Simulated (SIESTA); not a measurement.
The system is TaN.

```
CELL_PARAMETERS angstrom
0.00000 2.21132 2.21132
2.21132 0.00000 2.21132
2.21132 2.21132 0.00000
ATOMIC_POSITIONS crystal
Ta 0.50000 0.50000 0.50000
N 0.00000 0.00000 0.00000
```

The cell comes from a database or a generator and needn't be the stable form of this composition.

Base run:

```yaml
Program: SIESTA 5.4.2
Functional: PBEsol
Potentials_or_basis: PseudoDojo 0.4 standard (PBEsol files)
Basis: DZP (energy shift 0.003 Ry; two zetas on semicore shells)
Grid_cutoff: 800 Ry
Energy_shift: 0.003 Ry
k_mesh: 10 × 10 × 10
Occupations: fermi-dirac, width 0.05 eV
Spin: no spin polarisation
```

Its results: band gap on the k mesh none (metal or under the smearing width); pressure -4.7 GPa.

Q: The run is repeated on the same cell with these changes: functional from PBEsol to AM05. What comes out?

A: Band gap on the k mesh none (metal or under the smearing width); pressure -5.9 GPa.

Caveats: short orbitals over semicore shells can move pressures by several GPa; the basis of atomic orbitals isn't converged, which shifts pressures, moduli and gaps; the basis holds too few empty states to meet the f-sum rule, so the spectrum is short of weight at high energy (some runs); the potentials were made for another functional, which shifts forces and pressure (some runs).

Not every run made on this cell is shown here.
